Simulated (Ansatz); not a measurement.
# Fe: starts and ends of a spin-polarised SCF

Wanted: the lowest electronic state of Fe in this cell. One SCF may end in a higher state, so several starts are tried. We look at Fe: its deposited structure (space group Fm-3m, primitive cell doubled), with 2 atoms per cell. Source: COD entry 9015445, which need not be the ambient phase.

This is Fe in the fcc structure; at room conditions it is bcc.

Program: Ansatz 0.2.0. Level of theory: DFT PBE, PAW, plane waves, scalar-relativistic. These are calculated values, not measurements.

## 1. The starting structure

Symmetry: Fm-3m, No. 225, cubic system. The conventional cell has a = 3.557 Å, b = 3.557 Å, c = 3.557 Å, α = 90.00°, β = 90.00°, γ = 90.00°. Fe (site symmetry m-3m) has 12 Fe at 2.52 Å as nearest neighbours.

As a file:

```
CELL_PARAMETERS angstrom
0.00000 3.55700 3.55700
1.77850 0.00000 1.77850
1.77850 1.77850 0.00000
ATOMIC_POSITIONS crystal
Fe 0.00000 0.00000 0.00000
Fe 0.50000 0.00000 0.00000
```

Labels such as Fe2 number the atoms in the order of the input file.

First come: parallel moments, plain SCF; opposed moments +-, plain SCF; no spin polarisation; spin on, no moments given (the program may seed its own), plain SCF. What is tried next depends on their ends.

“Plain SCF” means no search for lower states. Ends within 0.2 meV/atom and 0.1 μB count as one state.

Moments by site are taken inside atomic spheres; the rest lies between them.

## 2. Parallel moments, plain SCF

input.yaml

```yaml
crystal:
  lattice:
    - [0.0, 3.557, 3.557]
    - [1.7785, 0.0, 1.7785]
    - [1.7785, 1.7785, 0.0]
  atoms:
    - { symbol: Fe, position: [0.0, 0.0, 0.0], spin: 4.0 }
    - { symbol: Fe, position: [0.5, 0.0, 0.0], spin: 4.0 }
magnetization:
  spin_polarized: true
hamiltonian:
  xc: pbe
  pseudopotentials: { kind: paw }
basis:
  ecutwfc: 420
kpoints:
  mp_grid: { grid: [6, 12, 12] }
scf:
  occupations: { method: gaussian, width: 0.1 }
  lower_state_search: "off"
output:
  forces: true
  stress: true
```

The log of the run, cut to the lines that bear on the results:

```text
[...]
Pseudopotentials: kind: paw
Pseudopotential: Fe, paw, valence charge 16, recommended cutoff 420 eV (normal), Fe.paw.azcp
Functional definition: PBE
[...]
Crystal: 2 atoms, lattice volume = 22.502 Å³
Basis set: ecut = 420 eV, 457 PW (Γ), exchange–correlation on 72×36×36 points (8 copies of the dense FFT grid, shifted against one another)
Bands: 24, of which v1, the nominal top of the filled ones, is band 16 counted from 1 (15 counted from 0)
Symmetry: 24 space group operations
Space group: Fm-3m (ITA 225), of the structure as read, at distance tolerance 2.8e-5 Å
Magnetic group: BNS 225.116 (UNI 1618), of the structure as read, at distance tolerance 2.8e-5 Å
k-points: 98 of 864
[...]
Starting moments: Σ|m| = 8 μB on 2 of 2 sites
[...]
SCF iter   1: F=—  HF=-8960.076622 eV  |F-HF|=—  |Δ(HF+E_count)|=         —  Δρ=1.19e-1 (↑1.19e-1 ↓7.41e-2)  dr2=5.16e-1  dr2_m=1.84e0  M=5.603 μB ∫|m|=5.689 μB  β_m=0.30  ethr=1.61e-3  ⟨swp⟩=1.0  Hψ=23311  notcnv=0
[...]
spin-set hold released at iteration 1 (the charge has settled, or the pull on large starting moments outlasts its swing): the magnetisation degrees of freedom join the quasi-Newton model from the next iteration; the mixer history was flushed
[...]
iteration 32: the SCF's residuals had fallen too slowly under its mixing. It goes on by minimising its free energy, and can end on another state than longer mixing would; under `scf.algorithm: density_mixing` no SCF does so, but by `scf.convergence.dm_fallback`
[...]
SCF iter  37: F=-8960.649598 eV  HF=-8960.649598 eV  |F-HF|=1.40e-9  |Δ(HF+E_count)|=  3.64e-12  Δρ=7.09e-6 (↑6.29e-6 ↓7.09e-6)  dr2=5.16e-10  dr2_m=8.80e-9  M=2.727 μB ∫|m|=2.839 μB  ethr=1.61e-12  ⟨swp⟩=1.3  Hψ=16549  notcnv=0
[...]
SCF converged after 37 iterations
Magnetization: 2.7272 μB (17.3636 up, 14.6364 down)
Absolute magnetization: 2.8394 μB (∫|ρ↑−ρ↓|, with the PAW one-centre terms)
Spin contamination: 0.0403 ħ² per cell (⟨S²⟩ above its minimum at these occupations)
Per-site moments (μB) at R_I (Å): [(1.3837981499795273, 1.0375112635307269), (1.3837981499795273, 1.0375112635307269)]
Free energy (F): -8960.649598 eV
[...]
E sigma→0 (E₀):  -8960.642706 eV
Entropy (-TS):   -0.013784 eV (-6.892 meV/atom)
Fermi energy:    18.769452 eV
[...]
--- Forces (eV/Å), atoms counted from 1 ---
  atom   1  Fe     0.00000000     0.00000000    -0.00000000
  atom   2  Fe     0.00000000     0.00000000     0.00000000
[...]
--- Stress (GPa, compression-positive) ---
      -10.308304       0.000062       0.000062
        0.000062     -10.308304      -0.000062
        0.000062      -0.000062     -10.308304
  P = ⅓ Tr σ = -10.3083 GPa (-103.083 kbar)
--- Band table (eV; the first three rows and the last of 196) ---
  k-point 0 ↑: bands = ["-69.0270", "-68.9501", "-35.2438", "-34.8764", "-34.8764", "-34.8179", "-34.8179", "-34.8179", "10.1718", "14.0172", "16.5262", "16.5262", "16.8295", "16.8295", "16.8295", "17.7671", "17.7671", "18.7277", "18.9353", "18.9353", "25.7633", "39.3386", "40.6132", "43.4093"]
[...]
```

Run time: 27 s. Hardware: 2 threads of an Arm CPU, shared host; peak memory 0.55 GiB.

Result: ferromagnetic, site moments Fe1 1.38, Fe2 1.38 μB, total 2.73 μB per cell, no gap on the k-mesh.

## 3. Opposed moments +-, plain SCF

input.yaml: that of step 2 with these lines changed.

```diff
@@ -7,3 +7,3 @@
     - { symbol: Fe, position: [0.0, 0.0, 0.0], spin: 4.0 }
-    - { symbol: Fe, position: [0.5, 0.0, 0.0], spin: 4.0 }
+    - { symbol: Fe, position: [0.5, 0.0, 0.0], spin: -4.0 }
 magnetization:
```

The log of the run, cut to the lines that bear on the results:

```text
[... 11 lines as in an earlier run ...]
Symmetry: 12 space group operations
Space group: R-3m (ITA 166), of the structure as read, at distance tolerance 2.8e-5 Å
Magnetic group: BNS 166.102 (UNI 1332), of the structure as read, at distance tolerance 2.8e-5 Å
[... 5 lines as in an earlier run ...]
Starting moments: Σ|m| = 8 μB on 2 of 2 sites
Starting magnetic order: antiferromagnet; a translation exchanges its spin sublattices: spin-degenerate at every k-point
[... 2 lines as in an earlier run ...]
spin-down is spin-up translated by (0.5, 0, 0): one eigenproblem is solved per k-point and the antiferromagnetic symmetry of the starting moments is kept exactly by this SCF (crystal.symmetry.spin_inversion_symmetry: false solves both channels; [...]
SCF converged after 11 iterations
Magnetization: 0.0000 μB (16.0000 up, 16.0000 down)
Absolute magnetization: 2.9936 μB (∫|ρ↑−ρ↓|, with the PAW one-centre terms)
Spin contamination: 1.0646 ħ² per cell (⟨S²⟩ above its minimum at these occupations)
Per-site moments (μB) at R_I (Å): [(1.4615579206952063, 1.0375112635307269), (-1.4615579206952063, 1.0375112635307269)]
Free energy (F): -8960.627270 eV
[...]
E sigma→0 (E₀):  -8960.617797 eV
Entropy (-TS):   -0.018946 eV (-9.473 meV/atom)
Fermi energy:    18.853456 eV
[...]
--- Forces (eV/Å), atoms counted from 1 ---
  atom   1  Fe     0.00000000    -0.00000000    -0.00000000
  atom   2  Fe     0.00000000    -0.00000000    -0.00000000
[...]
--- Stress (GPa, compression-positive) ---
      -10.732823      -3.357394      -3.357394
       -3.357394     -10.732823       3.357394
       -3.357394       3.357394     -10.732823
  P = ⅓ Tr σ = -10.7328 GPa (-107.328 kbar)
```

It took 2.6 s on 2 threads of an Arm CPU, shared host; peak memory 0.34 GiB.

Result: antiferromagnetic (magnetic neighbours of Fe1 with a moment over 0.3 of its own that point the other way: 6 of 12 at 2.52 Å, 6 of 6 at 3.56 Å), site moments Fe1 1.46, Fe2 -1.46 μB, total 0.00 μB per cell, no gap on the k-mesh. It lies 11.2 meV/atom above the lowest state so far (step 2).

## 4. No spin polarisation

input.yaml: that of step 3 with these lines changed.

```diff
@@ -6,6 +6,4 @@
   atoms:
-    - { symbol: Fe, position: [0.0, 0.0, 0.0], spin: 4.0 }
-    - { symbol: Fe, position: [0.5, 0.0, 0.0], spin: -4.0 }
-magnetization:
-  spin_polarized: true
+    - { symbol: Fe, position: [0.0, 0.0, 0.0] }
+    - { symbol: Fe, position: [0.5, 0.0, 0.0] }
 hamiltonian:
```

The log of the run, cut to the lines that bear on the results:

```text
[... 10 lines as in an earlier run ...]
Bands: 20, of which v1, the nominal top of the filled ones, is band 16 counted from 1 (15 counted from 0)
[... 6 lines as in an earlier run ...]
[...]
[... 2 lines as in an earlier run ...]
SCF iter   1: F=—  HF=-8960.533595 eV  |F-HF|=—  |Δ(HF+E_count)|=         —  Δρ=1.79e-3  dr2=1.47e-4  ethr=1.77e-3  ⟨swp⟩=4.9  Hψ=15875  notcnv=0  defer=40
[...]
SCF iter   6: F=-8960.534011 eV  HF=-8960.534011 eV  |F-HF|=1.82e-12  |Δ(HF+E_count)|=   1.55e-9  Δρ=1.97e-7  dr2=3.18e-12  ethr=3.78e-12  ⟨swp⟩=1.7  Hψ=6024  notcnv=0
[...]
SCF converged after 6 iterations
Free energy (F): -8960.534011 eV
[...]
E sigma→0 (E₀):  -8960.527971 eV
Entropy (-TS):   -0.012082 eV (-6.041 meV/atom)
Fermi energy:    18.665608 eV
[...]
--- Forces (eV/Å), atoms counted from 1 ---
  atom   1  Fe     0.00000000     0.00000000     0.00000000
  atom   2  Fe     0.00000000     0.00000000     0.00000000
[...]
--- Stress (GPa, compression-positive) ---
      -21.577309      -0.000002      -0.000002
       -0.000002     -21.577309       0.000002
       -0.000002       0.000002     -21.577309
  P = ⅓ Tr σ = -21.5773 GPa (-215.773 kbar)
```

Wall time 1.6 s (2 threads of an Arm CPU, shared host); peak memory 0.32 GiB.

The state reached is non-magnetic (no spin polarisation), no gap on the k-mesh. It lies 57.8 meV/atom above the lowest state so far (step 2).

## 5. Spin on, no moments given (the program may seed its own), plain SCF

input.yaml: that of step 4 with these lines changed.

```diff
@@ -21 +21,3 @@
   stress: true
+magnetization:
+  spin_polarized: true
```

The log of the run, cut to the lines that bear on the results:

```text
band count auto-derived: 24 (N_el = 32.0; filled up to band 16; 20 by the electrons, moments and atoms)
[... 20 lines as in an earlier run ...]
SCF iter   1: F=—  HF=-8960.947339 eV  |F-HF|=—  |Δ(HF+E_count)|=         —  Δρ=5.47e-2 (↑5.47e-2 ↓5.47e-2)  dr2=1.65e0  dr2_m=0.00e0  M=0.000 μB ∫|m|=0.000 μB  β_m=0.30  ethr=3.10e-3  ⟨swp⟩=4.6  Hψ=8614  notcnv=0  defer=18
[...]
SCF iter  33: F=-8960.534011 eV  HF=-8960.534011 eV  |F-HF|=9.09e-12  |Δ(HF+E_count)|=   1.74e-8  Δρ=2.54e-7 (↑2.37e-7 ↓2.54e-7)  dr2=4.72e-14  dr2_m=1.24e-11  M=0.000 μB ∫|m|=0.000 μB  ethr=3.01e-12  ⟨swp⟩=1.0  Hψ=14591  notcnv=0
The SCF converged. Along the directions that its mixing steps explored, a Ritz value of the dielectric operator 1 − χ₀K read negative at each of the last 4 readings (its real part and the size of its imaginary part sum to between -0.061 and -0.041).
[...]
No search for a lower state was made along the close's negative reading: the deck asks for none (scf.lower_state_search: off) (following: asked_to_warn; scf.lower_state_search in the input reference).
SCF converged after 33 iterations
Magnetization: 0.0001 μB (16.0000 up, 16.0000 down)
Absolute magnetization: 0.0001 μB (∫|ρ↑−ρ↓|, with the PAW one-centre terms)
Spin contamination: 0.0000 ħ² per cell (⟨S²⟩ above its minimum at these occupations)
Per-site moments (μB) at R_I (Å): [(3.88426416684947e-5, 1.0375112635307269), (3.88426416684947e-5, 1.0375112635307269)]
Free energy (F): -8960.534011 eV
[...]
E sigma→0 (E₀):  -8960.527971 eV
Entropy (-TS):   -0.012082 eV (-6.041 meV/atom)
Fermi energy:    18.665607 eV
[... 24 lines left out: energy terms, forces, stress ...]
```

Wall time 11 s (2 threads of an Arm CPU, shared host); peak memory 0.34 GiB.

The run ends in the same state as step 4 (non-magnetic); it took 33 iterations.

[end of part 1 of 2]
